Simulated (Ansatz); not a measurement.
BeSe in the zincblende structure, relaxed with r2SCAN in the plane-wave code Ansatz: it is cubic, F-43m (No. 216); conventional cell a = 5.162 Å, 17.19 Å³ an atom. Be has 4 Se at 2.24 Å; Se has 4 Be at 2.24 Å. The cell was then strained (x, y and z are the cube axes), with the atoms relaxed again; stress is positive in compression. No spin polarisation and no zero-point or thermal motion.

- Uniaxial +1.03 % along x, other directions held: r2SCAN's stress changes by -1.37 GPa along the strain and -0.52 GPa across it.
- Isotropic -1.0 % on every length: the pressure changes by +2.55 GPa, and the HSE06 gap (Γ → X) goes from 3.489 to 3.421 eV.
- Epitaxial strain of -0.58 % in the (001) plane: the free normal strain is +0.46 % and the in-plane stress changes by +0.86 GPa.
- In that film r2SCAN's threefold valence top at Γ splits as 2+1 from the top, by 0.060 eV.

Task: Estimate C₁₁, C₁₂ and the bulk modulus from the uniaxial step.

Result: With compression positive, C₁₁ ≈ −Δσ∥/ε = (+1.37)/(+0.0103) = 133 GPa and C₁₂ ≈ (+0.52)/(+0.0103) = 50 GPa; B = (C₁₁ + 2C₁₂)/3 = 78 GPa. A one-sided step carries third-order terms: it reads low by some per cent.

Task: What bulk modulus does the isotropic step give?

Result: Δ ln V = 3 ln(0.9900) = -0.0302, so B ≈ −ΔP/Δ ln V = 85 GPa, against 78 GPa from C₁₁ and C₁₂; one-sided steps of finite size carry third-order terms.

Task: Give the volume deformation potential of that gap and its pressure coefficient.

Result: a_V = ΔE_g/Δ ln V = (-0.068)/(-0.0302) = +2.26 eV; dE_g/dP = −a_V/B = -27 meV/GPa, with HSE06's gap and r2SCAN's modulus.

Task: What do the film's normal strain and stress say about the elastic constants?

Result: ε⊥/ε∥ = (+0.0046)/(-0.0058) = -0.79, which linear elasticity sets to −2C₁₂/C₁₁ = -0.76 from the uniaxial step. The biaxial modulus is M = −Δσ/ε∥ = 148 GPa (C₁₁ + C₁₂ − 2C₁₂²/C₁₁ = 145 GPa).

Task: How much elastic energy does the film store, with 17.19 Å³ an atom?

Result: u = M ε∥² = −Δσ ε∥ = -0.86 × (-0.0058) = 0.0050 GPa, and 1 GPa Å³ is 6.2415 meV: 0.54 meV an atom. The total energies of the two runs differ by 0.54 meV an atom.

Task: Extract the shear deformation potential b.

Result: Without spin-orbit coupling the splitting is 3|b| |ε_zz − ε_xx| = 3|b| × 0.0104, so |b| = 0.060/0.0312 = 1.92 eV.

Spin-orbit coupling is left out.

The meshes of the hybrids are coarse, so their gaps aren't converged to the digits shown.
